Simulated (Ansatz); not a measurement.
# PbS (Galena) (Fm-3m) in Ansatz: relaxation of cell and atoms with LDA

Aim: the relaxation of cell and atoms of PbS (Galena) with LDA.

Everything below comes from runs of Ansatz 0.2.0. Logs are shortened: lines on timing, memory, paths and dates and some standing lists are left out, and cuts for length are marked.

## 1. The structure

Symmetry: Fm-3m, No. 225, cubic system. The conventional cell has a = 5.931 Å, b = 5.931 Å, c = 5.931 Å, α = 90.00°, β = 90.00°, γ = 90.00°. Around Pb (site symmetry m-3m) lie 6 S at 2.97 Å. S (site symmetry m-3m) is surrounded by 6 Pb at 2.97 Å.

## 2. Relaxation of cell and atoms, LDA

The input, input.yaml:

```yaml
crystal:
  lattice:
    - [0.0, 2.96575, 2.96575]
    - [2.96575, 0.0, 2.96575]
    - [2.96575, 2.96575, 0.0]
  atoms:
    - { symbol: Pb, position: [0.0, 0.0, 0.0] }
    - { symbol: S, position: [0.5, 0.5, 0.5] }
kpoints:
  mp_grid: { grid: [8, 8, 8] }
scf:
  occupations: { method: fermi_dirac, width: 0.05 }
hamiltonian:
  xc: lda
  pseudopotentials: { kind: all_electron, lapw: { basis_error: 0.001 } }
output:
  forces: true
  stress: true
relax:
  f_tol: 0.02
  max_steps: 60
  cell: {}
```

Potentials or basis: all-electron LAPW, scalar-relativistic.

Command:

```console
ansatz run input.yaml --threads 1 --pin off --max-ram 3072MiB --backend cpu --events-out ev --progress --plain --runs-dir out
```

The log of the run:

```text
Warning: RAYON_NUM_THREADS=1 ignored (pool sized by the plan → 1); use --threads N
The last accepted step is kept in <dir> (removed where the run ends without a failure and the disk answers)
LAPW: plane waves up to 7.057 Å⁻¹, error target 1.0e-3 eV per atom; small_component_spin mean_spin; S in spheres of 1.262 Å, 14 of its electrons in bands, Dirac shells []; Pb in spheres of 1.614 Å, 36 of its electrons in bands, Dirac shells [] (how accurate: hamiltonian.pseudopotentials.lapw.basis_error, Limitations)
Engine: ansatz 0.2.0, x86_64-unknown-linux-gnu
Pseudopotentials: kind: all_electron
Pseudopotential: Pb, LAPW, valence charge 36, lapw/all_electron/scalar/gaussian/Pb, Koelling and Harmon's equation, gaussian nucleus
Pseudopotential: S, LAPW, valence charge 14, lapw/all_electron/scalar/gaussian/S, Koelling and Harmon's equation, gaussian nucleus
Functional definition: SPW92
  exchange = slater_x
  correlation = pw_c
Crystal: 2 atoms, lattice volume = 52.172 Å³
Basis set: ecut = 189.7326701481933 eV, 331 PW (Γ), exchange–correlation at level 2
Bands: 30, of which v1, the nominal top of the filled ones, is band 25 counted from 1 (24 counted from 0)
Symmetry: 48 space group operations
Space group: Fm-3m (ITA 225), of the structure as read, at distance tolerance 3.7e-5 Å
k-points: 29 of 512
Non-local potential: Pb, projectors of the file, none
Non-local potential: S, projectors of the file, none
Initial density: superposition of atomic densities (chi_scale 0.1, normalization cell, long waves kept (reshape's long-wave potential 0.00 eV rms))
Initial wavefunctions: plane waves of lowest kinetic energy (no species holds an atomic orbital)
Functional: x = slater, c = lda
iter 1 solved again at ethr=2.58e-3 eV; its pass at ethr=1.00e-1 eV (dr2=1.29e0 eV) is discarded
SCF iter   1: F=—  HF=-578594.491700 eV  |F-HF|=—  |Δ(HF+E_count)|=         —  Δρ=3.27e-2  dr2=1.29e0  ethr=2.58e-3  ⟨swp⟩=2.0  Hψ=5407  notcnv=0
preconditioner: auto → none  [insulator: Δε(μ)=0.728 eV  Ē_g=16.096 eV  σ=0.050 eV  W_gap=1.00  n_scr=14 (ndim 8)  ℏωp=23.0 eV  f_vac=0.059  D(μ)=0.00/eV (n_scr^D=0)  ε∞_Penn≈3.0]
iter 2 solved again at ethr=2.14e-4 eV; its pass at ethr=2.58e-3 eV (dr2=1.07e-1 eV) is discarded
SCF iter   2: F=—  HF=-578594.130287 eV  |F-HF|=—  |Δ(HF+E_count)|=   3.61e-1  Δρ=1.18e-2  dr2=1.07e-1  ethr=2.14e-4  ⟨swp⟩=2.0  Hψ=4439  notcnv=0
SCF iter   3: F=—  HF=-578594.039292 eV  |F-HF|=—  |Δ(HF+E_count)|=   9.10e-2  Δρ=4.26e-3  dr2=1.55e-2  ethr=2.14e-4  ⟨swp⟩=2.9  Hψ=2712  notcnv=0  defer=1
SCF iter   4: F=—  HF=-578594.036114 eV  |F-HF|=—  |Δ(HF+E_count)|=   3.18e-3  Δρ=4.53e-4  dr2=1.21e-4  ethr=3.10e-5  ⟨swp⟩=2.0  Hψ=2591  notcnv=0
SCF iter   5: F=—  HF=-578594.035848 eV  |F-HF|=—  |Δ(HF+E_count)|=   2.66e-4  Δρ=1.99e-4  dr2=3.72e-5  ethr=2.43e-7  ⟨swp⟩=2.0  Hψ=2582  notcnv=0
SCF iter   6: F=—  HF=-578594.035833 eV  |F-HF|=—  |Δ(HF+E_count)|=   1.54e-5  Δρ=6.25e-5  dr2=4.37e-6  ethr=7.43e-8  ⟨swp⟩=2.0  Hψ=2583  notcnv=0
SCF iter   7: F=-578594.035832 eV  HF=-578594.035832 eV  |F-HF|=2.33e-9  |Δ(HF+E_count)|=   8.92e-7  Δρ=6.49e-6  dr2=3.09e-8  ethr=8.75e-9  ⟨swp⟩=2.0  Hψ=2582  notcnv=0
SCF 1 converged in 7 iterations: F = -578594.035832 eV  dr2 = 3.09e-8
relax step   1: F+E_penalty+E_count = -578594.03583209 eV  Δ(F+E_penalty+E_count) = +0.000e0 eV  max|allowed force component| = 5.095e-31 eV/Å  Δτ_max = 0.0000 Å  P = -2.591 GPa  Ω = 52.172 Å³  (7 SCF iters, accepted)
Crystal: 2 atoms, lattice volume = 48.549 Å³
Basis set: ecut = 199.05593469407953 eV, 331 PW (Γ), exchange–correlation at level 2
Initial density: handed on by an earlier stage of this run
Initial wavefunctions: those handed on with the density
iter 1 solved again at ethr=1.17e-5 eV; its pass at ethr=1.00e-1 eV (dr2=5.86e-3 eV) is discarded
SCF iter   1: F=—  HF=-578594.049653 eV  |F-HF|=—  |Δ(HF+E_count)|=         —  Δρ=2.36e-3  dr2=5.88e-3  ethr=1.17e-5  ⟨swp⟩=3.6  Hψ=4353  notcnv=0
preconditioner: auto → Kerker (q_TF=auto, 2.742 Å⁻¹)  [metal: Δε(μ)=0.075 eV  Ē_g=16.611 eV  σ=0.050 eV  W_gap=0.36  n_scr=14 (ndim 8)  ℏωp=23.8 eV  f_vac=0.100  D(μ)=0.14/eV (n_scr^D=0)]
SCF iter   2: F=—  HF=-578594.047883 eV  |F-HF|=—  |Δ(HF+E_count)|=   1.77e-3  Δρ=1.29e-3  dr2=1.79e-3  ethr=1.17e-5  ⟨swp⟩=2.0  Hψ=2582  notcnv=0
SCF iter   3: F=—  HF=-578594.047493 eV  |F-HF|=—  |Δ(HF+E_count)|=   3.90e-4  Δρ=7.86e-4  dr2=7.03e-4  ethr=3.59e-6  ⟨swp⟩=2.0  Hψ=2578  notcnv=0
iter 4 solved again at ethr=1.05e-7 eV; its pass at ethr=1.41e-6 eV (dr2=5.24e-5 eV) is discarded
SCF iter   4: F=—  HF=-578594.047378 eV  |F-HF|=—  |Δ(HF+E_count)|=   1.15e-4  Δρ=2.45e-4  dr2=5.24e-5  ethr=1.05e-7  ⟨swp⟩=2.0  Hψ=4353  notcnv=0
SCF iter   5: F=—  HF=-578594.047370 eV  |F-HF|=—  |Δ(HF+E_count)|=   8.68e-6  Δρ=1.07e-4  dr2=9.67e-6  ethr=1.05e-7  ⟨swp⟩=2.0  Hψ=2582  notcnv=0
SCF iter   6: F=—  HF=-578594.047360 eV  |F-HF|=—  |Δ(HF+E_count)|=   1.01e-5  Δρ=5.98e-5  dr2=2.62e-6  ethr=1.93e-8  ⟨swp⟩=2.0  Hψ=2582  notcnv=0
SCF iter   7: F=—  HF=-578594.047360 eV  |F-HF|=—  |Δ(HF+E_count)|=   1.91e-7  Δρ=1.29e-5  dr2=1.39e-7  ethr=5.23e-9  ⟨swp⟩=2.0  Hψ=2582  notcnv=0
SCF iter   8: F=-578594.047360 eV  HF=-578594.047360 eV  |F-HF|=1.26e-8  |Δ(HF+E_count)|=   2.90e-8  Δρ=4.30e-6  dr2=1.69e-8  ethr=2.79e-10  ⟨swp⟩=2.0  Hψ=2582  notcnv=0
SCF 2 converged in 8 iterations: F = -578594.047360 eV  dr2 = 1.69e-8
relax step   2: F+E_penalty+E_count = -578594.04735966 eV  Δ(F+E_penalty+E_count) = -1.153e-2 eV  max|allowed force component| = 9.203e-31 eV/Å  Δτ_max = 0.0000 Å  P = +1.831 GPa  Ω = 48.549 Å³  (8 SCF iters, accepted)
Crystal: 2 atoms, lattice volume = 49.986 Å³
Basis set: ecut = 195.2232109838404 eV, 331 PW (Γ), exchange–correlation at level 2
iter 1 solved again at ethr=1.65e-6 eV; its pass at ethr=1.00e-1 eV (dr2=8.24e-4 eV) is discarded
SCF iter   1: F=—  HF=-578594.055210 eV  |F-HF|=—  |Δ(HF+E_count)|=         —  Δρ=9.28e-4  dr2=9.56e-4  ethr=1.65e-6  ⟨swp⟩=3.8  Hψ=4367  notcnv=0
preconditioner: auto → Kerker (q_TF=auto, 2.728 Å⁻¹)  [metal: Δε(μ)=0.075 eV  Ē_g=16.460 eV  σ=0.050 eV  W_gap=0.36  n_scr=14 (ndim 8)  ℏωp=23.5 eV  f_vac=0.106  D(μ)=0.14/eV (n_scr^D=0)]
SCF iter   2: F=—  HF=-578594.054936 eV  |F-HF|=—  |Δ(HF+E_count)|=   2.74e-4  Δρ=5.04e-4  dr2=2.90e-4  ethr=1.65e-6  ⟨swp⟩=2.0  Hψ=2582  notcnv=0
SCF iter   3: F=—  HF=-578594.054877 eV  |F-HF|=—  |Δ(HF+E_count)|=   5.85e-5  Δρ=3.11e-4  dr2=1.16e-4  ethr=5.80e-7  ⟨swp⟩=2.0  Hψ=2582  notcnv=0
iter 4 solved again at ethr=1.56e-8 eV; its pass at ethr=2.31e-7 eV (dr2=7.82e-6 eV) is discarded
SCF iter   4: F=—  HF=-578594.054859 eV  |F-HF|=—  |Δ(HF+E_count)|=   1.87e-5  Δρ=9.44e-5  dr2=7.82e-6  ethr=1.56e-8  ⟨swp⟩=2.0  Hψ=4352  notcnv=0
SCF iter   5: F=—  HF=-578594.054858 eV  |F-HF|=—  |Δ(HF+E_count)|=   8.27e-7  Δρ=4.06e-5  dr2=1.47e-6  ethr=1.56e-8  ⟨swp⟩=2.0  Hψ=2582  notcnv=0
SCF iter   6: F=—  HF=-578594.054856 eV  |F-HF|=—  |Δ(HF+E_count)|=   1.77e-6  Δρ=2.42e-5  dr2=4.58e-7  ethr=2.93e-9  ⟨swp⟩=2.0  Hψ=2582  notcnv=0
SCF iter   7: F=-578594.054856 eV  HF=-578594.054856 eV  |F-HF|=1.19e-8  |Δ(HF+E_count)|=   3.36e-8  Δρ=5.30e-6  dr2=2.50e-8  ethr=9.16e-10  ⟨swp⟩=2.0  Hψ=2582  notcnv=0
SCF 3 converged in 7 iterations: F = -578594.054856 eV  dr2 = 2.50e-8
relax step   3: F+E_penalty+E_count = -578594.05485610 eV  Δ(F+E_penalty+E_count) = -7.496e-3 eV  max|allowed force component| = 7.724e-31 eV/Å  Δτ_max = 0.0000 Å  P = -0.111 GPa  Ω = 49.986 Å³  (7 SCF iters, accepted)
Crystal: 2 atoms, lattice volume = 49.902 Å³
Basis set: ecut = 195.44376178023046 eV, 331 PW (Γ), exchange–correlation at level 2
iter 1 solved again at ethr=6.04e-9 eV; its pass at ethr=1.00e-1 eV (dr2=3.02e-6 eV) is discarded
SCF iter   1: F=—  HF=-578594.054888 eV  |F-HF|=—  |Δ(HF+E_count)|=         —  Δρ=5.57e-5  dr2=3.47e-6  ethr=6.04e-9  ⟨swp⟩=4.7  Hψ=4366  notcnv=0
preconditioner: auto → Kerker (q_TF=auto, 2.729 Å⁻¹)  [metal: Δε(μ)=0.059 eV  Ē_g=16.480 eV  σ=0.050 eV  W_gap=0.28  n_scr=14 (ndim 8)  ℏωp=23.5 eV  f_vac=0.106  D(μ)=0.14/eV (n_scr^D=0)]
SCF iter   2: F=—  HF=-578594.054887 eV  |F-HF|=—  |Δ(HF+E_count)|=   9.91e-7  Δρ=2.95e-5  dr2=1.00e-6  ethr=6.04e-9  ⟨swp⟩=2.0  Hψ=2582  notcnv=0
SCF iter   3: F=—  HF=-578594.054887 eV  |F-HF|=—  |Δ(HF+E_count)|=   2.09e-7  Δρ=1.81e-5  dr2=3.95e-7  ethr=2.01e-9  ⟨swp⟩=2.0  Hψ=2582  notcnv=0
iter 4 solved again at ethr=4.44e-11 eV; its pass at ethr=7.90e-10 eV (dr2=2.22e-8 eV) is discarded
SCF iter   4: F=-578594.054887 eV  HF=-578594.054887 eV  |F-HF|=2.00e-8  |Δ(HF+E_count)|=   6.60e-8  Δρ=5.14e-6  dr2=2.22e-8  ethr=4.44e-11  ⟨swp⟩=2.0  Hψ=4352  notcnv=0
SCF 4 converged in 4 iterations: F = -578594.054887 eV  dr2 = 2.22e-8
relax step   4: F+E_penalty+E_count = -578594.05488676 eV  Δ(F+E_penalty+E_count) = -3.066e-5 eV  max|allowed force component| = 8.957e-31 eV/Å  Δτ_max = 0.0000 Å  P = -0.005 GPa  Ω = 49.902 Å³  (4 SCF iters, accepted)
iter 1 solved again at ethr=2.79e-11 eV; its pass at ethr=1.00e-1 eV (dr2=1.40e-8 eV) is discarded
SCF iter   1: F=—  HF=-578594.054887 eV  |F-HF|=—  |Δ(HF+E_count)|=         —  Δρ=3.54e-6  dr2=8.75e-9  ethr=2.79e-11  ⟨swp⟩=7.5  Hψ=5148  notcnv=0
preconditioner: auto → Kerker (q_TF=auto, 2.729 Å⁻¹)  [metal: Δε(μ)=0.059 eV  Ē_g=16.479 eV  σ=0.050 eV  W_gap=0.29  n_scr=14 (ndim 8)  ℏωp=23.5 eV  f_vac=0.106  D(μ)=0.14/eV (n_scr^D=0)]
SCF iter   2: F=-578594.054887 eV  HF=-578594.054887 eV  |F-HF|=1.75e-9  |Δ(HF+E_count)|=   9.66e-9  Δρ=2.77e-6  dr2=7.36e-9  ethr=1.75e-11  ⟨swp⟩=2.0  Hψ=2582  notcnv=0
SCF 5 converged in 2 iterations: F = -578594.054887 eV  dr2 = 7.36e-9
relax step   5: F+E_penalty+E_count = -578594.05488704 eV  Δ(F+E_penalty+E_count) = -2.871e-7 eV  max|allowed force component| = 6.903e-31 eV/Å  Δτ_max = 0.0000 Å  P = -0.005 GPa  Ω = 49.902 Å³  stress off target by 4.63e-3 GPa  SCF on the basis re-selected at this cell (its energy is not comparable with the rows above)  (2 SCF iters)
basis re-selected at this cell: Δ(F+E_penalty+E_count) = -2.871e-7 eV, ΔP = +0.000 GPa vs the last step (what re-selecting the basis moved, after the strain that the cell walked since its last selection, with what the two solves' SCF thresholds leave and, on support functions, any second-order correction that the steps lacked; it is no measure of the basis error at this ecutwfc). This SCF's stress stands 4.63e-3 GPa from its target on what of the cell is left free (relax.cell.stress_tol is 5.00e-2 GPa) and its largest allowed force component is 6.90e-31 eV/Å (relax.f_tol is 2.00e-2 eV/Å): within both
SCF converged after 2 iterations
Free energy (F): -578594.054887 eV
Harris-Foulkes:  -578594.054887 eV  (|F-HF|=1.75e-9)
Internal energy: -578594.053869 eV  (E = F + TS)
E sigma→0 (E₀):  -578594.054378 eV
Entropy (-TS):   -0.001018 eV (-0.509 meV/atom)
Fermi energy:    12.107265 eV
--- Per-component energies (eV) ---
  E_band       = -3503.145066
  E_kinetic    = 665302.980022
  E_xc         = -10938.602514
  E_electrostatic = -1232958.431377  (all electrons and nuclei)
  E_smearing   = -0.001018  (= −TS)
  E_closure    = 0.000000  (closes the sum)
  E_atoms      = -578584.059813  (free atoms, spherical and without spin; not in F)
  Σ components = -578594.054887   (vs F -578594.054887, Δ=0.00e0)
  Basis errors (estimates in eV, not in F): energy 3.4e-4 per atom: plane waves 3.3e-4 (1.9e-4 summed), levels above the bands 1.2e-58, relativity 6.7e-9, radial functions 1.6e-5, core shells 2.7e-8; eigenvalues (radial functions only) 7.1e-6; not estimated: angular momenta, meshes, grids; target (lapw.basis_error) 1.0e-3; muffin-tin radii S 1.244 Å, Pb 1.591 Å
--- Forces (eV/Å), atoms counted from 1 ---
  atom   1  Pb    -0.00000000    -0.00000000    -0.00000000
  atom   2  S      0.00000000     0.00000000    -0.00000000
  max |Σ_I F_I| component: 7.23e-31 eV/Å
--- Stress (GPa, compression-positive) ---
       -0.004630      -0.000000      -0.000000
       -0.000000      -0.004630      -0.000000
       -0.000000      -0.000000      -0.004630
  P = ⅓ Tr σ = -0.0046 GPa (-0.046 kbar)
--- Relaxed structure (4 steps of the walk, 4 accepted, 1 SCFs on fresh bases) ---
  F+E_penalty+E_count = -578594.05488704 eV   max|allowed force component| = 6.903e-31 eV/Å   (the final SCF, on the basis selected at the relaxed cell)
  cell:  # Å, volume = 49.9016 Å³
    - [-5.095372032895588e-35, 2.9220974271449274, 2.9220974271449274]
    - [2.9220974271449274, 7.1335208460538254e-34, 2.9220974271449274]
    - [2.9220974271449274, 2.9220974271449274, -2.5476860164477946e-34]
  atoms:
    - { symbol: Pb, position: [6.426260386526714e-36, -6.426260386526877e-36, -5.749811924787852e-36] }
    - { symbol: S, position: [0.5, 0.5, 0.5] }
```

Run time: 24 s. Hardware: 1 thread of Intel Xeon Platinum 8259CL at 2.50GHz (Skylake/Cascade Lake), shared host; peak memory 0.34 GiB.

What came out:

- Free energy: -578594.0549 eV
- Relaxed volume: 24.95 Å³/atom
- Relaxed cell: a = 4.132 Å, b = 4.132 Å, c = 4.132 Å, α = 60.00°, β = 60.00°, γ = 60.00°
- Space group after relaxing (to 0.05 Å): Fm-3m (No. 225)
- Energy gained by relaxing: 9.5 meV/atom
- Ionic steps: 5
- Pressure after relaxing: 0.0 GPa

Step by step:
```tsv
step	energy change (eV)	largest force (eV/Å)	volume (Å³)
1	0.0000	0.0000	52.17
2	-0.0115	0.0000	48.55
3	-0.0190	0.0000	49.99
4	-0.0191	0.0000	49.90
5	-0.0191	0.0000	49.90
```

Final structure:
```
Pb S
1.0
     0.00000    2.92210    2.92210
     2.92210    0.00000    2.92210
     2.92210    2.92210    0.00000
Pb S
1 1
Direct
  0.00000 0.00000 0.00000
  0.50000 0.50000 0.50000
```

The run has no spin-orbit coupling, so splittings on Pb are missing. Zero-point motion and thermal expansion aren't in these numbers.
